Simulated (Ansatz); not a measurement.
# CdTe (rock salt): the cost of one run

Method: DFT r2SCAN, scalar-relativistic, plane waves, PAW, in Ansatz 0.2.0.

**1. The starting structure**

The structure is cubic, space group Fm-3m (No. 225). Conventional cell: a = 6.158 Å, b = 6.158 Å, c = 6.158 Å, α = 90.00°, β = 90.00°, γ = 90.00°. Cd (site symmetry m-3m) is surrounded by 6 Te at 3.08 Å. Around Te (site symmetry m-3m) lie 6 Cd at 3.08 Å.

Structure file:

```cif
data_structure
_symmetry_space_group_name_H-M 'P 1'
_symmetry_Int_Tables_number 1
_cell_length_a 4.3546
_cell_length_b 4.3546
_cell_length_c 4.3546
_cell_angle_alpha 60.000
_cell_angle_beta 60.000
_cell_angle_gamma 60.000
_cell_volume 58.39
loop_
_atom_site_label
_atom_site_type_symbol
_atom_site_fract_x
_atom_site_fract_y
_atom_site_fract_z
_atom_site_occupancy
Cd1 Cd 0.00000 0.00000 0.00000 1
Te1 Te 0.50000 0.50000 0.50000 1
```

**2. Volume × 1.12**

Contents of input.yaml:

```yaml
crystal:
  lattice:
    - [0.0, 3.0791490024, 3.0791490024]
    - [3.0791490024, 0.0, 3.0791490024]
    - [3.0791490024, 3.0791490024, 0.0]
  atoms:
    - { symbol: Cd, position: [0.0, 0.0, 0.0] }
    - { symbol: Te, position: [0.5, 0.5, 0.5] }
scf:
  occupations: { method: gaussian, width: 0.05 }
output:
  forces: true
  stress: true
  eigenvalues: true
  write_density: true
  write_potential: true
  elf: true
  volumetric_format: npy
hamiltonian:
  xc: r2scan
basis:
  ecutwfc: 450
kpoints:
  mp_grid: { grid: [16, 16, 16] }
```

On the command line:

```
ansatz run input.yaml --threads 1 --pin off --max-ram 2867MiB --backend cpu --events-out ev --progress --plain --runs-dir out
```

Q: Estimate wall time and peak memory on 1 thread of Intel Xeon at 2.30GHz, shared host.

About 14 s, with a peak of 0.64 GiB.
